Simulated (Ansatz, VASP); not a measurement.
## Two plane-wave programs on TiAl3

```
Ti Al
1.0
     3.90221    0.00000    0.00000
     0.00000    3.90221    0.00000
     0.00000    0.00000    3.90221
Ti Al
1 3
Direct
  0.00000 0.00000 0.00000
  0.00000 0.50000 0.50000
  0.50000 0.00000 0.50000
  0.50000 0.50000 0.00000
```

Change from the starting cell: volume scaled by 0.96.

Alike in both runs: task single point; functional PBE; k mesh 7 × 7 × 7; occupations fermi-dirac, width 0.05 eV; no spin polarisation.

|  | VASP | Ansatz |
| --- | --- | --- |
| version | VASP 6.6.1 | Ansatz 0.2.0 |
| potentials or method | VASP PAW PBE potentials, release 64 (Ti_sv, Al) | Ansatz PAW |
| plane-wave cutoff (eV) | 520 | 420 |
| valence electrons in the cell | 21 | 21 |

|  | VASP | Ansatz | Ansatz less VASP |
| --- | --- | --- | --- |
| gap on the k mesh at the Fermi level (eV) | none | none | - |
| pressure (GPa) | 7.1 | 7.1 | 0.00 |

A gap of «none» marks a metal or a gap that the smearing closes.
